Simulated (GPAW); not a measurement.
# SnSe (Pnma) in GPAW: settings compared

One crystal, SnSe, is run at these levels: TB-mBJ, LDA; tasks: single point, equation of state.

Program: GPAW 26.7.0. These are calculated values, not measurements. Logs are shortened: lines on timing, memory, paths and dates and some standing lists are left out, and cuts for length are marked. The log counts tension as positive stress, the text compression.

**The experiment to reproduce.**

“Linear dichroism of the optical properties of SnS and SnSe van der Waals crystals”, 2024, arxiv:2409.17412 reports, for a bulk crystal of SnSe at 300 K: band gap 0.89 eV (indirect).

How close the calculation comes is told below.

### 1 Starting point

The structure is orthorhombic, space group Pnma (No. 62). The conventional cell has a = 11.420 Å, b = 4.190 Å, c = 4.460 Å, α = 90.00°, β = 90.00°, γ = 90.00°. Sn (site symmetry m) has 3 Se at 2.69 to 2.83 Å as nearest neighbours. Around Se (site symmetry m) lie 3 Sn at 2.69 to 2.83 Å.

### 2 Single point, TB-mBJ

Input file run.py:

```python
from ase import Atoms
from ase.dft.bandgap import bandgap
from ase.io import write
from gpaw import GPAW, PW

atoms = Atoms(['Sn', 'Sn', 'Sn', 'Sn', 'Se', 'Se', 'Se', 'Se'],
              cell=[[11.42, 0.0, 0.0],
                    [0.0, 4.19, 0.0],
                    [0.0, 0.0, 4.46]],
              scaled_positions=[[0.877, 0.75, 0.909],
                                [0.623, 0.25, 0.409],
                                [0.377, 0.75, 0.591],
                                [0.123, 0.25, 0.091],
                                [0.643, 0.75, 0.984],
                                [0.857, 0.25, 0.484],
                                [0.143, 0.75, 0.516],
                                [0.357, 0.25, 0.016]],
              pbc=True)

calc = GPAW(mode=PW(600),
            xc='TB09',
            kpts={'size': (2, 4, 4), 'gamma': True},
            occupations={'name': 'fermi-dirac', 'width': 0.05},
            nbands=62,
            convergence={'density': 1e-05, 'energy': 1e-05},
            eigensolver='cg',
            maxiter=150,
            txt='gpaw.txt')
atoms.calc = calc
energy = atoms.get_potential_energy()
calc.write('gs.gpw')
write('result.traj', atoms)
print('Fermi level:', round(calc.get_fermi_level(), 4), 'eV')
print(f'Gap: {bandgap(calc)[0]:.4f} eV, direct: {bandgap(calc, direct=True)[0]:.4f} eV')
```

Potentials or basis: GPAW PAW data sets for LDA (gpaw-data 1.2.1), pw.

Run with:

```console
$ OMP_NUM_THREADS=1 python run.py
```

gpaw.txt:

```text
___ ___ ___ _ _ _
 |   |   |_  | | | |
 | | | | | . | | | |
 |__ |  _|___|_____|  26.7.0
 |___|_|

Input parameters:
  convergence: {density: 1e-05,
                energy: 1e-05}
  eigensolver: cg
  kpts: {gamma: True,
         size: (2, 4, 4)}
  maxiter: 150
  mode: {ecut: 600.0,
         name: pw}
  nbands: 62
  occupations: {name: fermi-dirac,
                width: 0.05}
  xc: TB09

System changes: positions, numbers, cell, pbc, initial_charges, initial_magmoms

Initialize ...

species:
  Sn:
    name:    Tin
    Z:       50.0
    valence: 14
    core:    36
    charge:  0.0  # [|e|]
    compensation charges:
      type: gauss
      rc: 0.38  # [Å]
      lmax: 2
    cutoffs:
      filter: 2.23  # [Å]
      core: 2.35  # [Å]
    projectors
    | kind |    occ | energy [eV] | rcut [Å] |
    |------|--------|-------------|----------|
    |   5s |  2.000 |     -10.799 |    1.201 |
    |   5p |  2.000 |      -3.869 |    1.270 |
    |   4d | 10.000 |     -25.910 |    1.185 |
    |    s |        |      16.413 |    1.201 |
    |    p |        |      23.342 |    1.270 |
    |    d |        |       1.302 |    1.185 |

    Using partial waves for Sn as LCAO basis

  Se:
    name:    Selenium
    Z:       34.0
    valence: 6
    core:    28
    charge:  0.0  # [|e|]
    compensation charges:
      type: gauss
      rc: 0.27  # [Å]
      lmax: 2
    cutoffs:
      filter: 1.77  # [Å]
      core: 2.67  # [Å]
    projectors
    | kind |    occ | energy [eV] | rcut [Å] |
    |------|--------|-------------|----------|
    |   4s |  2.000 |     -17.472 |    0.847 |
    |   4p |  4.000 |      -6.656 |    1.005 |
    |    s |        |       9.739 |    0.847 |
    |    p |        |      20.555 |    1.005 |
    |    d |        |       0.000 |    0.847 |

    Using partial waves for Se as LCAO basis

Reference energy: -935531.041806  # eV

Spin-paired calculation

Convergence criteria:
 Maximum [total energy] change in last 3 cyles: 1e-05 eV / valence electron
 Maximum integral of absolute [dens]ity change: 1e-05 electrons / valence electron
 Maximum integral of absolute [eigenst]ate change: 4e-08 eV^2 / valence electron
 Maximum number of scf [iter]ations: 150
 (Square brackets indicate name in SCF output, whereas a 'c' in
 the SCF output indicates the quantity has converged.)

Symmetries present (total): 2

  ( 1  0  0)  (-1  0  0)
  ( 0  1  0)  ( 0 -1  0)
  ( 0  0  1)  ( 0  0 -1)

32 k-points: 2 x 4 x 4 Monkhorst-Pack grid + [1/4,1/8,1/8]
20 k-points in the irreducible part of the Brillouin zone
       k-points in crystal coordinates                weights
   0:     0.00000000    0.00000000    0.00000000          1/32
   1:     0.00000000    0.00000000    0.25000000          2/32
   2:     0.00000000    0.00000000    0.50000000          1/32
   3:     0.00000000    0.25000000   -0.25000000          2/32
   4:     0.00000000    0.25000000    0.00000000          2/32
   5:     0.00000000    0.25000000    0.25000000          2/32
   6:     0.00000000    0.25000000    0.50000000          2/32
   7:     0.00000000    0.50000000    0.00000000          1/32
   8:     0.00000000    0.50000000    0.25000000          2/32
   9:     0.00000000    0.50000000    0.50000000          1/32
          ...
  19:     0.50000000    0.50000000    0.50000000          1/32

Wave functions: Plane wave expansion
  Cutoff energy: 600.000 eV
  Number of coefficients (min, max): 7080, 7148
  Pulay-stress correction: 0.000000 eV/Ang^3 (de/decut=0.000000)
  Using FFTW library
  ScaLapack parameters: grid=1x1, blocksize=None
  Wavefunction extrapolation:
    Improved wavefunction reuse through dual PAW basis

Occupation numbers: Fermi-Dirac:
  width: 0.0500  # eV

Eigensolver
   CG(niter=4, rtol=3.0e-01)

Densities:
  Coarse grid: 70*24*27 grid
  Fine grid: 140*48*54 grid
  Total Charge: 0.000000

Density mixing:
  Method: separate
  Backend: msr1
  Linear mixing parameter: 0.05
  old densities: 10
  Width of damping distribution: 1.1
  Damping of long wavelength oscillations: 20

Hamiltonian:
  XC and Coulomb potentials evaluated on a 140*48*54 grid
  Using the TB09 Exchange-Correlation functional
  External potential:
    NoExternalPotential

XC parameters: TB09 with 2 nearest neighbor stencil

Number of atoms: 8
Number of atomic orbitals: 52
Number of bands in calculation: 62
Number of valence electrons: 80
Bands to converge: occupied

... initialized

Initializing position-dependent things.

Density initialized from atomic densities
Creating initial wave functions:
  52 bands from LCAO basis set
  10 bands from random numbers

    .---------------------------.
   /|                Se     Sn  |
  / |                           |
 *  |  Se     Sn                |
 |  |                           |
 |  .--------------Sn-----Se----.
 | /                           /
 |/  Sn     Se                /
 *---------------------------*

Atomic positions and initial magnetic moments

Positions:
   0 Sn    10.015340    3.142500    4.054140    ( 0.0000,  0.0000,  0.0000)
   1 Sn     7.114660    1.047500    1.824140    ( 0.0000,  0.0000,  0.0000)
   2 Sn     4.305340    3.142500    2.635860    ( 0.0000,  0.0000,  0.0000)
   3 Sn     1.404660    1.047500    0.405860    ( 0.0000,  0.0000,  0.0000)
   4 Se     7.343060    3.142500    4.388640    ( 0.0000,  0.0000,  0.0000)
   5 Se     9.786940    1.047500    2.158640    ( 0.0000,  0.0000,  0.0000)
   6 Se     1.633060    3.142500    2.301360    ( 0.0000,  0.0000,  0.0000)
   7 Se     4.076940    1.047500    0.071360    ( 0.0000,  0.0000,  0.0000)

Unit cell:
           periodic     x           y           z      points  spacing
  1. axis:    yes   11.420000    0.000000    0.000000    70     0.1631
  2. axis:    yes    0.000000    4.190000    0.000000    24     0.1746
  3. axis:    yes    0.000000    0.000000    4.460000    27     0.1652

  Lengths:  11.420000   4.190000   4.460000
  Angles:   90.000000  90.000000  90.000000

Effective grid spacing dv^(1/3) = 0.1676

iter:   1 26526.152747
iter:   2 26537.282327   +1.74  -0.86
iter:   3 26540.139826   +0.96  -0.89
iter:   4 26537.623185   +0.15  -1.34
iter:   5 26541.138359   -0.74  -1.18
iter:   6 26545.460039   -1.21  -1.33
iter:   7 26551.500122   -1.35  -1.42
iter:   8 26558.010375   -1.25  -1.57
iter:   9 26554.324566   -1.91  -1.74
iter:  10 26556.090826   -1.91  -2.02
iter:  11 26554.264846   -2.46  -2.20
[... 4 lines left out ...]
iter:  16 26555.110224   -4.07  -2.99
iter:  17 26555.144144   -4.32  -3.11
iter:  18 26555.237145   -4.53  -3.22
iter:  19 26555.314544   -4.80  -3.47
iter:  20 26555.271444   -5.12  -3.81
iter:  21 26555.296256   -5.54  -3.79
iter:  22 26555.285319   -5.84  -4.42
iter:  23 26555.295651   -6.12  -4.34
iter:  24 26555.298181   -6.45  -4.78
iter:  25 26555.297609   -7.05  -4.80
iter:  26 26555.299712   -7.74c -5.07c
iter:  27 26555.299231   -8.11c -5.50c
iter:  28 26555.300203   -8.56c -5.42c
iter:  29 26555.300093   -8.84c -5.65c
iter:  30 26555.299995c  -9.37c -6.09c

Converged after 30 iterations.

Dipole moment: (-0.000000, -0.000000, 0.000000) |e|*Ang

Energy contributions relative to reference atoms: (reference = -935531.041806)

Kinetic:        +83.192988
Potential:      -74.296799
External:        +0.000000
XC:            +26549.137505
Entropy (-ST):   -0.000001
Local:           -2.733700
SIC:             +0.000000
--------------------------
Free energy:   +26555.299994
Extrapolated:  +26555.299995

Showing only first 2 kpts
 Kpt  Band  Eigenvalues  Occupancy
  0    38      5.23178    2.00000
  0    39      5.46708    2.00000
  0    40      7.12175    0.00002
  0    41      9.30216    0.00000

  1    38      5.41125    2.00000
  1    39      5.79600    2.00000
  1    40      7.45287    0.00000
  1    41      7.78091    0.00000

Fermi level: 6.53655

Gap: 1.238 eV
Transition (v -> c):
  (s=0, k=12, n=39, [0.50, 0.00, 0.50]) -> (s=0, k=0, n=40, [0.00, 0.00, 0.00])
Direct/indirect transitions are different
Direct gap: 1.514 eV
Transition at: (s=0, k=4, n=39, [0.00, 0.25, 0.00])
Writing to gs.gpw (mode='')
```

Run time: 13 min. Hardware: 1 thread of Arm Neoverse V2, shared host; peak memory 0.56 GiB.

Results:

```yaml
Band_gap_on_the_k_mesh: 1.24 eV, indirect (least direct gap 1.51 eV)
```

Caveat: a model potential gives levels but no total energy; the PAW data sets were made with another functional, which shifts forces and pressure a little; spin-orbit coupling is left out, which moves the levels of the heavy elements.

### 3 Equation of state, LDA

Input file run.py:

```python
from ase import Atoms
from ase.eos import EquationOfState
from ase.io import Trajectory
from ase.units import GPa
from gpaw import GPAW, PW

atoms = Atoms(['Sn', 'Sn', 'Sn', 'Sn', 'Se', 'Se', 'Se', 'Se'],
              cell=[[11.42, 0.0, 0.0],
                    [0.0, 4.19, 0.0],
                    [0.0, 0.0, 4.46]],
              scaled_positions=[[0.877, 0.75, 0.909],
                                [0.623, 0.25, 0.409],
                                [0.377, 0.75, 0.591],
                                [0.123, 0.25, 0.091],
                                [0.643, 0.75, 0.984],
                                [0.857, 0.25, 0.484],
                                [0.143, 0.75, 0.516],
                                [0.357, 0.25, 0.016]],
              pbc=True)

traj = Trajectory('eos.traj', 'w')
volumes, energies = [], []
for x in [0.94, 0.96, 0.98, 1.0, 1.02, 1.04, 1.06]:
    a = atoms.copy()
    a.set_cell(atoms.cell * x**(1 / 3), scale_atoms=True)
    calc = GPAW(mode=PW(600),
                xc='LDA',
                kpts={'size': (2, 4, 4), 'gamma': True},
                occupations={'name': 'fermi-dirac', 'width': 0.05},
                nbands=62,
                convergence={'density': 1e-05, 'energy': 1e-05},
                maxiter=150,
                txt=f'eos-{x:.2f}.txt')
    a.calc = calc
    energies.append(a.get_potential_energy(force_consistent=True))
    volumes.append(a.get_volume())
    p = -a.get_stress()[:3].mean() / GPa
    calc.write(f'eos-{x:.2f}.gpw')
    traj.write(a)
    print(f'{x:.2f} {volumes[-1]:10.4f} A^3 {energies[-1]:14.6f} eV {p:9.3f} GPa', flush=True)

v0, e0, B = EquationOfState(volumes, energies, eos='birchmurnaghan').fit()
print(f'V0 = {v0:.4f} A^3, E0 = {e0:.6f} eV, B0 = {B / GPa:.2f} GPa')
```

Potentials or basis: the program's PAW data sets (release 1.2.1) made for this functional, pw.

Run with:

```console
$ OMP_NUM_THREADS=1 python run.py
```

It took 18 min on 1 thread of Arm Neoverse V2, shared host; peak memory 0.7 GiB.

It converged, with:

```
Equilibrium volume                        : 25.62 Å³/atom
Bulk modulus at fixed shape and positions : 60 GPa
Pressure derivative of the bulk modulus   : 4.4
```

Energy against volume, from the lowest point:
| volume (Å³/atom) | energy (meV/atom) |
| --- | --- |
| 25.076 | 2.23 |
| 25.609 | 0.00 |
| 26.143 | 1.91 |
| 26.676 | 7.53 |
| 27.210 | 16.46 |
| 27.743 | 28.34 |
| 28.277 | 42.86 |

Caveat: the k mesh is coarse (spacing up to 0.37 Å⁻¹), so the values aren't converged; the cell was scaled at fixed shape and fractional positions, which overstates the stiffness of a crystal with free parameters, most of all of layers and chains.

### 4 For comparison

An earlier run on the cell as given: functional PBE; potentials or basis GPAW PAW data sets (gpaw-data 1.2.1); cutoff 600 eV; basis pw; k mesh 3 × 6 × 6; occupations fermi-dirac, width 0.05 eV; no spin polarisation.

* Pressure: 2.2 GPa
* Largest force: 0.305 eV/Å
* Band gap on the k mesh: 0.53 eV, indirect (least direct gap 0.70 eV)

### 5 Summary

| task | level | potentials or basis | k mesh | mesh quality | gap on the mesh (eV) |
| --- | --- | --- | --- | --- | --- |
| single point | TB-mBJ | GPAW PAW data sets for LDA (gpaw-data 1.2.1), pw | 2 × 4 × 4 | not flagged | 1.24 |
| equation of state | LDA | the program's PAW data sets (release 1.2.1) made for this functional, pw | 2 × 4 × 4 | coarse | - |
| single point | PBE | GPAW PAW data sets (gpaw-data 1.2.1), pw | 3 × 6 × 6 | not flagged | 0.53 |

Alike in all rows: no spin polarisation; cell as given; cutoff (eV) 600; smearing fermi-dirac 0.05 eV.

Caveats: some runs use coarse meshes; spin-orbit coupling is left out, which moves the levels of the heavy elements (some runs); a model potential gives levels but no total energy (some runs); the PAW data sets were made with another functional, which shifts forces and pressure a little (some runs); the cell was scaled at fixed shape and fractional positions, which overstates the stiffness of a crystal with free parameters, most of all of layers and chains (some runs); an odd mesh through Γ misses points on the zone boundary, where band edges often lie (some runs).

Absolute energies hang on the potentials; compare differences alone.

### 6 Against experiment

Step 2. Against the measured gap of SnSe, 0.89 eV (indirect; 300 K; “Linear dichroism of the optical properties of SnS and SnSe van der Waals crystals”, 2024, arxiv:2409.17412), the calculated 1.24 eV is off by +0.35 eV. 2 values of this kind are on record (0.89 to 0.99 eV); this one was drawn at random. Spin-orbit coupling on Se, Sn is left out. The value is that of TB-mBJ on a finite k mesh, which can miss the band edges, without temperature or zero-point motion.
